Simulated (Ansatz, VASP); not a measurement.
## One calculation of AlRu, two programs

```xyz
2
Lattice="2.9735 0.0000 0.0000 0.0000 2.9735 0.0000 0.0000 0.0000 2.9735" Properties=species:S:1:pos:R:3 pbc="T T T"
Al    0.0000    0.0000    0.0000
Ru    1.4867    1.4867    1.4867
```

Alike in both runs: functional PBE; dispersion D3(BJ); k mesh 14 × 14 × 14; occupations gaussian, width 0.1 eV; no spin polarisation.

Ansatz relaxed the structure, and its values are those at the end. VASP's run is a single point on that final structure, the one shown.

```csv
,VASP,Ansatz
version,VASP 6.6.1,Ansatz 0.2.0
potentials or method,"VASP PAW PBE potentials, release 64 (Al, Ru_pv)","scalar-relativistic, plane waves, PAW"
plane-wave cutoff (eV),520,420
valence electrons in the cell,17,19
```

|  | VASP | Ansatz | Ansatz less VASP |
| --- | --- | --- | --- |
| gap on the k mesh at the Fermi level (eV) | none | none | - |
| pressure (GPa) | -0.1 | 0.0 | +0.07 |

A gap of «none» marks a metal or a gap that the smearing closes. The two sets of potentials don't hold the same shells in valence.

Caveats: pairwise dispersion overbinds metals, which lowers pressure and volume.
